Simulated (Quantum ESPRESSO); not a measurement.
# Sr (Fm-3m) in Quantum ESPRESSO: notebook

Runs on Sr. Level: LDA. Tasks: single point, equation of state.

Everything below comes from runs of Quantum ESPRESSO 7.5. Logs are shortened: lines on timing, memory, paths and dates and some standing lists are left out, and cuts for length are marked.

### 1 Starting point

It takes space group Fm-3m (No. 225, cubic). The conventional cell has a = 6.085 Å, b = 6.085 Å, c = 6.085 Å, α = 90.00°, β = 90.00°, γ = 90.00°. Sr (site symmetry m-3m) has 12 Sr at 4.30 Å as nearest neighbours.

### 2 Single point, LDA, 52.94 Å³/atom

The input, pw.in:

```
&CONTROL
  calculation = 'scf'
  prefix = 'pwscf'
  outdir = './tmp'
  pseudo_dir = './pseudo'
  tprnfor = .true.
  tstress = .true.
  disk_io = 'nowf'
/
&SYSTEM
  ibrav = 0
  nat = 1
  ntyp = 1
  ecutwfc = 68
  nbnd = 10
  occupations = 'smearing'
  smearing = 'fd'
  degauss = 0.00367493
/
&ELECTRONS
  conv_thr = 2d-10
  electron_maxstep = 120
  mixing_beta = 0.5
/
ATOMIC_SPECIES
Sr    87.6200 Sr.upf
CELL_PARAMETERS angstrom
   0.0000000000    2.9802437979    2.9802437979
   2.9802437979    0.0000000000    2.9802437979
   2.9802437979    2.9802437979    0.0000000000
ATOMIC_POSITIONS crystal
Sr     0.0000000000    0.0000000000    0.0000000000
K_POINTS automatic
8 8 8 0 0 0
```

Potentials or basis: PseudoDojo 0.4.1 SR LDA standard.

Launch:

```console
> OMP_NUM_THREADS=1 pw.x -in pw.in > pw.out
```

pw.out:

```text
This program is part of the open-source Quantum ESPRESSO suite
     for quantum simulation of materials; please cite
[... 9 lines left out ...]
     --------------------
     sticks:   dense  smooth     PW     G-vecs:    dense   smooth      PW
     Sum        1189    1189    349                26933    26933    4285

     Using Slab Decomposition

     bravais-lattice index     =            0
     lattice parameter (alat)  =       7.9646  a.u.
     unit-cell volume          =     357.2580 (a.u.)^3
     number of atoms/cell      =            1
     number of atomic types    =            1
     number of electrons       =        10.00
     number of Kohn-Sham states=           10
     kinetic-energy cutoff     =      68.0000  Ry
     charge density cutoff     =     272.0000  Ry
     scf convergence threshold =      2.0E-10
     mixing beta               =       0.5000
     number of iterations used =            8  plain     mixing
     Exchange-correlation= SLA  PW   NOGX NOGC
                           (   1   4   0   0   0   0   0)

     celldm(1)=   7.964631  celldm(2)=   0.000000  celldm(3)=   0.000000
     celldm(4)=   0.000000  celldm(5)=   0.000000  celldm(6)=   0.000000

     crystal axes: (cart. coord. in units of alat)
               a(1) = (   0.000000   0.707107   0.707107 )
               a(2) = (   0.707107   0.000000   0.707107 )
               a(3) = (   0.707107   0.707107   0.000000 )

     reciprocal axes: (cart. coord. in units 2 pi/alat)
               b(1) = ( -0.707107  0.707107  0.707107 )
               b(2) = (  0.707107 -0.707107  0.707107 )
               b(3) = (  0.707107  0.707107 -0.707107 )

     PseudoPot. # 1 for Sr read from file:
     Sr.upf
     Pseudo is Norm-conserving + core correction, Zval = 10.0
     Generated using ONCVPSP code by D. R. Hamann
     Using radial grid of 1812 points,  6 beta functions with:
                l(1) =   0
                l(2) =   0
                l(3) =   1
                l(4) =   1
                l(5) =   2
                l(6) =   2

     atomic species   valence    mass     pseudopotential
     Sr               10.00    87.62000     Sr( 1.00)

     48 Sym. Ops., with inversion, found

   Cartesian axes

     site n.     atom                  positions (alat units)
         1        Sr     tau(   1) = (   0.0000000   0.0000000   0.0000000  )

     number of k points=    29  Fermi-Dirac smearing, width (Ry)=  0.0037
                       cart. coord. in units 2pi/alat
        k(    1) = (   0.0000000   0.0000000   0.0000000), wk =   0.0039062
        k(    2) = (   0.0883883   0.0883883  -0.0883883), wk =   0.0312500
        k(    3) = (   0.1767767   0.1767767  -0.1767767), wk =   0.0312500
        k(    4) = (   0.2651650   0.2651650  -0.2651650), wk =   0.0312500
        k(    5) = (  -0.3535534  -0.3535534   0.3535534), wk =   0.0156250
        k(    6) = (   0.1767767   0.0000000   0.0000000), wk =   0.0234375
[... 21 lines left out ...]
        k(   28) = (  -0.7071068   0.1767767  -0.0000000), wk =   0.0468750
        k(   29) = (  -0.7071068   0.3535534   0.0000000), wk =   0.0234375

     Dense  grid:    26933 G-vectors     FFT dimensions: (  45,  45,  45)

     Initial potential from superposition of free atoms

     starting charge       9.9929, renormalised to      10.0000
     Starting wfcs are    5 randomized atomic wfcs +    5 random wfcs

     Self-consistent Calculation

     iteration #  1     ecut=    68.00 Ry     beta= 0.50
     Davidson diagonalization with overlap
     ethr =  1.00E-02,  avg # of iterations =  7.6

     Threshold (ethr) on eigenvalues was too large:
     Diagonalizing with lowered threshold

     Davidson diagonalization with overlap
     ethr =  1.18E-05,  avg # of iterations =  9.1

     total energy              =     -68.53953797 Ry
     estimated scf accuracy    <       0.00109802 Ry

     iteration #  2     ecut=    68.00 Ry     beta= 0.50
     Davidson diagonalization with overlap
     ethr =  1.10E-05,  avg # of iterations =  1.0

     total energy              =     -68.53958627 Ry
     estimated scf accuracy    <       0.00025546 Ry

     iteration #  3     ecut=    68.00 Ry     beta= 0.50
     Davidson diagonalization with overlap
     ethr =  2.55E-06,  avg # of iterations =  2.8

     total energy              =     -68.53959175 Ry
     estimated scf accuracy    <       0.00000284 Ry

     iteration #  4     ecut=    68.00 Ry     beta= 0.50
     Davidson diagonalization with overlap
     ethr =  2.84E-08,  avg # of iterations =  2.3

     total energy              =     -68.53959253 Ry
     estimated scf accuracy    <       0.00000007 Ry

     iteration #  5     ecut=    68.00 Ry     beta= 0.50
     Davidson diagonalization with overlap
     ethr =  7.04E-10,  avg # of iterations =  2.6

     total energy              =     -68.53959255 Ry
     estimated scf accuracy    <       0.00000002 Ry

     iteration #  6     ecut=    68.00 Ry     beta= 0.50
     Davidson diagonalization with overlap
     ethr =  2.44E-10,  avg # of iterations =  2.0

     End of self-consistent calculation

          k = 0.0000 0.0000 0.0000 (  3383 PWs)   bands (ev):

   -31.2805 -13.1782 -13.1782 -13.1782   1.4612   7.4849   7.4849   7.4849
     9.0040   9.0040

          k = 0.0884 0.0884-0.0884 (  3404 PWs)   bands (ev):

   -31.2780 -13.2128 -13.1828 -13.1828   1.7212   7.1228   7.5962   7.5962
     8.8674   8.8674

          k = 0.1768 0.1768-0.1768 (  3389 PWs)   bands (ev):

   -31.2720 -13.2951 -13.1939 -13.1939   2.4384   6.4218   7.6462   7.6462
     8.9527   8.9527

          k = 0.2652 0.2652-0.2652 (  3398 PWs)   bands (ev):

   -31.2660 -13.3753 -13.2050 -13.2050   3.3957   5.7532   7.4396   7.4396
     9.6213   9.6213

          k =-0.3536-0.3536 0.3536 (  3354 PWs)   bands (ev):

   -31.2635 -13.4080 -13.2095 -13.2095   3.9955   5.3546   7.3322   7.3322
    10.0967  10.0967

          k = 0.1768 0.0000 0.0000 (  3399 PWs)   bands (ev):

   -31.2772 -13.2119 -13.1905 -13.1905   1.8075   7.0293   7.6596   7.6596
     8.4274   9.1386

          k = 0.2652 0.0884-0.0884 (  3399 PWs)   bands (ev):

   -31.2724 -13.2727 -13.2038 -13.2003   2.3738   6.5191   7.5735   7.8122
     8.3266   9.2941

          k = 0.3536 0.1768-0.1768 (  3396 PWs)   bands (ev):

   -31.2663 -13.3490 -13.2156 -13.2148   3.2774   5.9244   7.1504   7.7083
     9.0555   9.8034

          k =-0.2652-0.4419 0.4419 (  3375 PWs)   bands (ev):

   -31.2627 -13.3938 -13.2300 -13.2172   4.1436   5.3763   6.9880   7.5469
     9.9043  10.1224

          k =-0.1768-0.3536 0.3536 (  3385 PWs)   bands (ev):

   -31.2635 -13.3831 -13.2346 -13.2096   3.9088   5.5630   6.9886   7.5655
     9.4949  10.2690

          k =-0.0884-0.2652 0.2652 (  3396 PWs)   bands (ev):

   -31.2683 -13.3240 -13.2252 -13.1964   2.9560   6.1712   7.2029   7.8076
     8.6241   9.7207

          k = 0.0000-0.1768 0.1768 (  3383 PWs)   bands (ev):

   -31.2744 -13.2532 -13.2039 -13.1852   2.1360   6.7331   7.5296   7.8376
     8.4079   9.1416

          k = 0.3536 0.0000 0.0000 (  3399 PWs)   bands (ev):

   -31.2692 -13.2903 -13.2201 -13.2201   2.7539   6.2405   7.2828   8.2038
     8.2038   9.4950

          k = 0.4419 0.0884-0.0884 (  3392 PWs)   bands (ev):

   -31.2644 -13.3387 -13.2400 -13.2333   3.4927   5.8908   6.7148   8.3527
     8.8431   9.8964

          k =-0.1768-0.5303 0.5303 (  3385 PWs)   bands (ev):

   -31.2607 -13.3686 -13.2695 -13.2357   4.4108   5.4898   6.4229   8.1711
     9.5286  10.1920

          k =-0.0884-0.4419 0.4419 (  3381 PWs)   bands (ev):

   -31.2603 -13.3624 -13.2921 -13.2260   4.7304   5.4142   6.2718   8.0211
     9.5560   9.5926

          k = 0.0000-0.3536 0.3536 (  3398 PWs)   bands (ev):

   -31.2635 -13.3432 -13.2746 -13.2097   3.8251   6.0187   6.3890   7.9904
     8.7831  10.3386

          k = 0.5303-0.0000 0.0000 (  3379 PWs)   bands (ev):

   -31.2612 -13.3646 -13.2496 -13.2496   3.9347   5.6610   6.4739   9.1518
     9.1518   9.9100

          k =-0.0884-0.6187 0.6187 (  3375 PWs)   bands (ev):

   -31.2587 -13.3791 -13.2720 -13.2541   4.4978   5.5326   6.2682   9.1423
     9.6756  10.2752

          k = 0.0000-0.5303 0.5303 (  3362 PWs)   bands (ev):

   -31.2584 -13.3570 -13.3111 -13.2444   5.0653   5.3838   6.0805   8.6303
     9.0891   9.8964

          k =-0.7071 0.0000 0.0000 (  3378 PWs)   bands (ev):

   -31.2579 -13.3943 -13.2617 -13.2617   4.4882   5.4561   6.3510  10.1056
    10.4149  10.6199

          k = 0.3536 0.1768 0.0000 (  3391 PWs)   bands (ev):

   -31.2675 -13.3150 -13.2361 -13.2082   3.0415   6.1690   6.9903   8.1696
     8.3560   9.7894

          k =-0.2652-0.4419 0.6187 (  3385 PWs)   bands (ev):

   -31.2627 -13.3580 -13.2615 -13.2215   3.9759   5.7570   6.5325   7.9564
     9.1252  10.3423

          k =-0.1768-0.3536 0.5303 (  3382 PWs)   bands (ev):

   -31.2607 -13.3764 -13.2696 -13.2287   4.6951   5.2592   6.5004   7.8255
     9.5414  10.3894

          k =-0.1768-0.5303 0.7071 (  3375 PWs)   bands (ev):

   -31.2607 -13.3602 -13.2682 -13.2448   4.2109   5.7182   6.2769   8.5160
     9.2585  10.3765

          k =-0.0884-0.4419 0.6187 (  3369 PWs)   bands (ev):

   -31.2587 -13.3552 -13.3020 -13.2500   5.0017   5.4921   6.0704   8.0075
     9.5905  10.4493

          k = 0.0000-0.3536 0.5303 (  3374 PWs)   bands (ev):

   -31.2595 -13.3430 -13.3128 -13.2383   4.8499   5.7470   5.8814   7.9793
     9.5146   9.7794

          k =-0.7071 0.1768-0.0000 (  3366 PWs)   bands (ev):

   -31.2579 -13.3752 -13.2814 -13.2629   4.7884   5.5530   6.1738   8.4900
    10.4178  10.5952

          k =-0.7071 0.3536 0.0000 (  3380 PWs)   bands (ev):

   -31.2579 -13.3285 -13.3285 -13.2641   5.2374   5.8257   5.8257   7.4204
    10.4203  10.6201

     the Fermi energy is     5.1905 ev

!    total energy              =     -68.53959255 Ry
     estimated scf accuracy    <          7.3E-11 Ry
     smearing contrib. (-TS)   =      -0.00045971 Ry
     internal energy E=F+TS    =     -68.53913284 Ry

     The total energy is F=E-TS. E is the sum of the following terms:
     one-electron contribution =     -24.90423080 Ry
     hartree contribution      =      13.60665671 Ry
     xc contribution           =     -16.53675926 Ry
     ewald contribution        =     -40.70479949 Ry

     convergence has been achieved in   6 iterations

     Forces acting on atoms (cartesian axes, Ry/au):

     atom    1 type  1   force =     0.00000000    0.00000000    0.00000000

     Total force =     0.000000     Total SCF correction =     0.000000

     Computing stress (Cartesian axis) and pressure

          total   stress  (Ry/bohr**3)                   (kbar)     P=      -10.58
  -0.00007193   0.00000000   0.00000000          -10.58        0.00        0.00
   0.00000000  -0.00007193   0.00000000            0.00      -10.58        0.00
   0.00000000   0.00000000  -0.00007193            0.00        0.00      -10.58

=------------------------------------------------------------------------------=
   JOB DONE.
=------------------------------------------------------------------------------=
```

It took 17 s on 1 thread of AMD EPYC 7R43 (Zen 3), shared host; peak memory 0.09 GiB.

Results:

* Free energy: -932.5287 eV
* Pressure: -1.1 GPa
* Band gap on the k mesh: none (metal or under the smearing width)

### 3 Single point, LDA, 54.07 Å³/atom

pw.in: that of step 2 with these lines changed.

```diff
@@ -27,5 +27,5 @@
 CELL_PARAMETERS angstrom
-   0.0000000000    2.9802437979    2.9802437979
-   2.9802437979    0.0000000000    2.9802437979
-   2.9802437979    2.9802437979    0.0000000000
+   0.0000000000    3.0012321217    3.0012321217
+   3.0012321217    0.0000000000    3.0012321217
+   3.0012321217    3.0012321217    0.0000000000
 ATOMIC_POSITIONS crystal
```

Potentials or basis: PseudoDojo 0.4.1 SR LDA standard.

Launch:

```console
> OMP_NUM_THREADS=1 pw.x -in pw.in > pw.out
```

Wall time 16 s (1 thread of AMD EPYC 7R43 (Zen 3), shared host); peak memory 0.09 GiB.

The run converged. Its results:

| Item | Value |
| --- | --- |
| Free energy | -932.5205 eV |
| Pressure | -1.3 GPa |
| Band gap on the k mesh | none (metal or under the smearing width) |

### 4 Single point, LDA, 55.19 Å³/atom

pw.in: that of step 3 with these lines changed.

```diff
@@ -27,5 +27,5 @@
 CELL_PARAMETERS angstrom
-   0.0000000000    3.0012321217    3.0012321217
-   3.0012321217    0.0000000000    3.0012321217
-   3.0012321217    3.0012321217    0.0000000000
+   0.0000000000    3.0219309284    3.0219309284
+   3.0219309284    0.0000000000    3.0219309284
+   3.0219309284    3.0219309284    0.0000000000
 ATOMIC_POSITIONS crystal
```

Launch:

```console
> OMP_NUM_THREADS=1 pw.x -in pw.in > pw.out
```

Run time: 18 s. Hardware: 1 thread of AMD EPYC 7R43 (Zen 3), shared host; peak memory 0.09 GiB.

Results (log left out):

| Item | Value |
| --- | --- |
| Free energy | -932.5111 eV |
| Pressure | -1.4 GPa |
| Band gap on the k mesh | none (metal or under the smearing width) |

### 5 Single point, LDA, 56.32 Å³/atom

pw.in: that of step 4 with these lines changed.

```diff
@@ -27,5 +27,5 @@
 CELL_PARAMETERS angstrom
-   0.0000000000    3.0219309284    3.0219309284
-   3.0219309284    0.0000000000    3.0219309284
-   3.0219309284    3.0219309284    0.0000000000
+   0.0000000000    3.0423500000    3.0423500000
+   3.0423500000    0.0000000000    3.0423500000
+   3.0423500000    3.0423500000    0.0000000000
 ATOMIC_POSITIONS crystal
```

Launch:

```console
> OMP_NUM_THREADS=1 pw.x -in pw.in > pw.out
```

Wall time 17 s (1 thread of AMD EPYC 7R43 (Zen 3), shared host); peak memory 0.09 GiB.

The run converged. Its results:

| Quantity | Value |
| --- | --- |
| Free energy | -932.5004 eV |
| Pressure | -1.6 GPa |
| Band gap on the k mesh | none (metal or under the smearing width) |

### 6 Single point, LDA, 57.45 Å³/atom

pw.in: that of step 5 with these lines changed.

```diff
@@ -27,5 +27,5 @@
 CELL_PARAMETERS angstrom
-   0.0000000000    3.0423500000    3.0423500000
-   3.0423500000    0.0000000000    3.0423500000
-   3.0423500000    3.0423500000    0.0000000000
+   0.0000000000    3.0624986004    3.0624986004
+   3.0624986004    0.0000000000    3.0624986004
+   3.0624986004    3.0624986004    0.0000000000
 ATOMIC_POSITIONS crystal
```

Potentials or basis: PseudoDojo 0.4.1 SR LDA standard.

Launch:

```console
> OMP_NUM_THREADS=1 pw.x -in pw.in > pw.out
```

Run time: 17 s. Hardware: 1 thread of AMD EPYC 7R43 (Zen 3), shared host; peak memory 0.09 GiB.

Results (log left out):

```
Free energy            : -932.4885 eV
Pressure               : -1.8 GPa
Band gap on the k mesh : none (metal or under the smearing width)
```

### 7 Single point, LDA, 58.57 Å³/atom

pw.in: that of step 6 with these lines changed.

```diff
@@ -27,5 +27,5 @@
 CELL_PARAMETERS angstrom
-   0.0000000000    3.0624986004    3.0624986004
-   3.0624986004    0.0000000000    3.0624986004
-   3.0624986004    3.0624986004    0.0000000000
+   0.0000000000    3.0823855122    3.0823855122
+   3.0823855122    0.0000000000    3.0823855122
+   3.0823855122    3.0823855122    0.0000000000
 ATOMIC_POSITIONS crystal
```

Launch:

```console
> OMP_NUM_THREADS=1 pw.x -in pw.in > pw.out
```

It took 17 s on 1 thread of AMD EPYC 7R43 (Zen 3), shared host; peak memory 0.09 GiB.

The run converged. Its results:

```
Free energy            : -932.4757 eV
Pressure               : -1.9 GPa
Band gap on the k mesh : none (metal or under the smearing width)
```

### 8 Single point, LDA, 59.70 Å³/atom

pw.in: that of step 7 with these lines changed.

```diff
@@ -27,5 +27,5 @@
 CELL_PARAMETERS angstrom
-   0.0000000000    3.0823855122    3.0823855122
-   3.0823855122    0.0000000000    3.0823855122
-   3.0823855122    3.0823855122    0.0000000000
+   0.0000000000    3.1020190703    3.1020190703
+   3.1020190703    0.0000000000    3.1020190703
+   3.1020190703    3.1020190703    0.0000000000
 ATOMIC_POSITIONS crystal
```

Launch:

```console
> OMP_NUM_THREADS=1 pw.x -in pw.in > pw.out
```

Wall time 18 s (1 thread of AMD EPYC 7R43 (Zen 3), shared host); peak memory 0.09 GiB.

The run converged. Its results:

```
Free energy            : -932.4620 eV
Pressure               : -2.0 GPa
Band gap on the k mesh : none (metal or under the smearing width)
```

### 9 Equation of state, LDA

Potentials or basis: PseudoDojo 0.4.1 SR LDA standard.

This step only gathers the single runs of the series.

Results:

```yaml
Equilibrium_volume: "48.53 Å³/atom (rough: see the caveat)"
Bulk_modulus: 14.1 GPa (rough)
```

Energy against volume, from the lowest point:
```
volume (Å³/atom)  energy (meV/atom)
          52.940               0.00
          54.067               8.11
          55.193              17.60
          56.319              28.31
          57.446              40.13
          58.572              52.94
          59.698              66.65
```

Caveat: the minimum lies outside the volumes run.
